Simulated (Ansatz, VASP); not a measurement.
This is a calculation of GaSb for VASP 6.6.1.

Contents of INCAR:

```
PREC     = Accurate       # precision mode
ENCUT    = 520            # plane-wave cutoff, eV
EDIFF    = 1E-6           # SCF threshold, eV
ISMEAR   = -1             # smearing method
SIGMA    = 0.05           # smearing width, eV
LREAL    = F              # projectors in reciprocal space
LASPH    = T              # aspherical terms in the spheres
NELM     = 60             # most SCF steps
ALGO     = Normal         # electronic algorithm
ISIF     = 2              # what is computed and relaxed
LWAVE    = F              # write WAVECAR
LCHARG   = F              # write CHGCAR
GGA      = PS             # functional
NBANDS   = 16             # bands
```

Contents of KPOINTS:

```
Automatic mesh
0
Gamma
  10 10 10
```

Contents of POSCAR:

```
GaSb
1.0
   -2.7349540204      2.7349540204      1.5800307924
    2.7349540204     -2.7349540204      1.5800307924
    2.7349540204      2.7349540204     -1.5800307924
Sb Ga
1 1
Direct
    0.0000000000      0.0000000000      0.0000000000
    0.7500000000      0.2500000000      0.5000000000
```

Potentials or basis: VASP PAW PBE potentials, release 64 (Sb, Ga_d).

Command:

```console
$ cat potpaw_PBE.64/Sb/POTCAR potpaw_PBE.64/Ga_d/POTCAR > POTCAR
$ mpirun -np 1 vasp_std > vasp.out
```

Question: Translate it to Ansatz 0.2.0. Potentials there: all-electron LAPW, scalar-relativistic.

Answer: As run (the cutoff follows the program's own potentials):

input.yaml

```yaml
crystal:
  lattice:
    - [-2.7349540204, 2.7349540204, 1.5800307924]
    - [2.7349540204, -2.7349540204, 1.5800307924]
    - [2.7349540204, 2.7349540204, -1.5800307924]
  atoms:
    - { symbol: Sb, position: [0.0, 0.0, 0.0] }
    - { symbol: Ga, position: [0.75, 0.25, 0.5] }
kpoints:
  mp_grid: { grid: [10, 10, 10] }
scf:
  occupations: { method: fermi_dirac, width: 0.05 }
hamiltonian:
  xc: pbesol
  pseudopotentials: { kind: all_electron, lapw: { basis_error: 0.001 } }
output:
  forces: true
  stress: true
  eigenvalues: true
```

Potentials or basis: all-electron LAPW, scalar-relativistic.

Command:

```sh
$ ansatz run input.yaml --threads 1 --pin off --max-ram 3072MiB --backend cpu --events-out ev --progress --plain --runs-dir out
```

Both were run:

|  | VASP | Ansatz | Ansatz less VASP |
| --- | --- | --- | --- |
| gap on the k mesh at the Fermi level (eV) | none | none | - |
| pressure (GPa) | -1.9 | -1.9 | +0.06 |
| largest component of the traceless stress (GPa) | 0.58 | 0.57 | -0.010 |

A gap of «none» marks a metal or a gap that the smearing closes. Ansatz ran all-electron here, so the differences hold the error of VASP's frozen core and of both bases.

Caveats: the PAW data sets were made with another functional, which shifts forces and pressure a little (VASP). Spin-orbit coupling is left out, which matters for the levels of Sb.
